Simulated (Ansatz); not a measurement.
**MgS: moving Mg off its site**

MgS, Fm-3m, a = 5.203 Å (as given, not relaxed at this level: 1.2 GPa). Ansatz: PBE, PAW, 420 eV, Γ-centred 8×8×8 mesh on 2 atoms, Gaussian smearing 0.05 eV; no spin polarisation.

```yaml
crystal:
  lattice:
    - [0.00000, 2.60165, 2.60165]
    - [2.60165, 0.00000, 2.60165]
    - [2.60165, 2.60165, 0.00000]
  atoms:
    - { symbol: Mg, position: [0.00000, 0.00000, 0.00000] }
    - { symbol: S, position: [0.50000, 0.50000, 0.50000] }
```

Atom 1 (Mg) moves by x along the unit vector (0.707, 0.707, 0.000), with its periodic images; all else is held. y is the free energy of the cell over the start, F the force along the path summed over the moved atoms. Symmetry makes y even in x.

| x (Å) | y (meV) | F (eV/Å) |
| --- | --- | --- |
| -0.1000 | ? | ? |
| -0.0500 | 3.49 | 0.14 |
| 0.0000 | 0.00 | 0.00 |
| 0.0125 | 0.22 | -0.03 |
| 0.0250 | 0.87 | -0.07 |
| 0.0375 | 1.96 | -0.10 |
| 0.0625 | 5.47 | -0.18 |
| 0.0750 | 7.88 | -0.21 |
| 0.0875 | 10.75 | -0.25 |

Q: Fit y = c2 x² + c4 x⁴ to the energies of the other rows, give the force constant, and predict energy and force of the missing row.

A: Least squares on the rows shown. y = 1394 x² + 1377 x⁴. The force constant is 2 c2 = 2.79 eV/Å² (for all images moving together, not for a lone atom). With two atoms in a cubic cell this is the optical mode at Γ without the LO field: ω = 521.5 √(2 c2/μ) = 234 cm⁻¹ for μ = 13.82 u. The force −dy/dx at the missing row is 0.28 eV/Å (computed 0.28). At x = -0.1000 the fit asked for gives 14.08 meV. The run gave 14.06 meV, so the fit is 0.02 meV too high, a small miss on the scale of the series.